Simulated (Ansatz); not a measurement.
# SnS2: the cost of one run

Computed with Ansatz 0.2.0 (DFT PBEsol, scalar-relativistic, unless a step's input says otherwise).

### 1 The system as given

Symmetry: P-3m1, No. 164, trigonal system. Conventional cell: a = 3.598 Å, b = 3.598 Å, c = 5.494 Å, α = 90.00°, β = 90.00°, γ = 120.00°. Sn (site symmetry -3m) is surrounded by 6 S at 2.53 Å. Around S (site symmetry 3m) lie 3 Sn at 2.53 Å.

Structure file:

```cif
data_structure
_symmetry_space_group_name_H-M 'P-3m1'
_symmetry_Int_Tables_number 164
_cell_length_a 3.5983
_cell_length_b 3.5983
_cell_length_c 5.4940
_cell_angle_alpha 90.000
_cell_angle_beta 90.000
_cell_angle_gamma 120.000
_cell_volume 61.60
loop_
_atom_site_label
_atom_site_type_symbol
_atom_site_symmetry_multiplicity
_atom_site_Wyckoff_symbol
_atom_site_fract_x
_atom_site_fract_y
_atom_site_fract_z
_atom_site_occupancy
Sn1 Sn 1 a 0.00000 0.00000 0.00000 1
S1 S 2 d 0.66667 0.33333 0.26390 1
```

The file gives the conventional cell by its symmetry; the runs use the cell typed in the input.

The geometry is a database entry used as it stands. It may stem from high pressure or temperature, or be incomplete, so it serves as a test cell.

Atoms are numbered in the order of the input: Sn1, S2, S3.

### 2 Volume × 0.94, LAPW

File input.yaml:

```yaml
crystal:
  lattice:
    - [3.5248450299, 0.0, 0.0]
    - [-1.7624225149, 3.0526053403, 0.0]
    - [0.0, 0.0, 5.3818460813]
  atoms:
    - { symbol: Sn, position: [0.0, 0.0, 0.0] }
    - { symbol: S, position: [0.6666666667, 0.3333333333, 0.2639] }
    - { symbol: S, position: [0.3333333333, 0.6666666667, 0.7361] }
kpoints:
  mp_grid: { grid: [10, 10, 6] }
  band_path:
    path:
      - [0.0, 0.0, 0.0]
      - [0.5, 0.0, 0.0]
      - [0.3333333333, 0.3333333333, 0.0]
      - [0.0, 0.0, 0.0]
      - [0.0, 0.0, 0.5]
      - [0.5, 0.0, 0.5]
      - [0.3333333333, 0.3333333333, 0.5]
      - [0.0, 0.0, 0.5]
      - [0.5, 0.0, 0.5]
    npoints: 5
scf:
  occupations: { method: fermi_dirac, width: 0.01 }
hamiltonian:
  xc: pbesol
  pseudopotentials: { kind: all_electron, lapw: { basis_error: 0.001 } }
output:
  forces: true
  stress: true
  eigenvalues: true
```

Run with:

```sh
$ ansatz run input.yaml --threads 1 --pin off --max-ram 6144MiB --backend cpu --events-out ev --progress --plain --runs-dir out
```

What time and memory should one allow on 1 thread of Arm Neoverse V2, shared host?

About 27 s, with a peak of 0.47 GiB.
